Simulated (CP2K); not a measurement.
Crystal: PbS.

```
Pb S
1.0
     3.65366    0.00000    0.00000
     0.00000    3.65366    0.00000
     0.00000    0.00000    3.65366
Pb S
1 1
Direct
  0.00000 0.00000 0.00000
  0.50000 0.50000 0.50000
```

Measurements of this composition are mostly on another form, of space group No. 225.

Base run:

| Item | Value |
| --- | --- |
| Program | CP2K 2026.2 |
| Functional | PBE |
| Potentials or basis | POTENTIAL_UZH Pb GTH-PBE-q4, S GTH-PBE-q6; TZVP-MOLOPT-PBE-GTH basis |
| Density cutoff | 6123 eV |
| k mesh | 7 × 7 × 7 |
| Occupations | fermi-dirac, width 0.05 eV |
| Spin | no spin polarisation |

Its results: band gap on the k mesh none (metal or under the smearing width); pressure 0.7 GPa.

Q: The run is repeated on the same cell with these changes: functional from PBE to PBEsol; eps_default from 1.0E-9 to 1.0E-10. What comes out?

A: Band gap on the k mesh none (metal or under the smearing width); pressure -1.1 GPa.

Caveats: spin-orbit coupling is left out, which moves the levels of the heavy elements; the basis of atomic orbitals isn't converged, which shifts pressures, moduli and gaps; the potentials were made for another functional, which shifts forces and pressure (some runs).
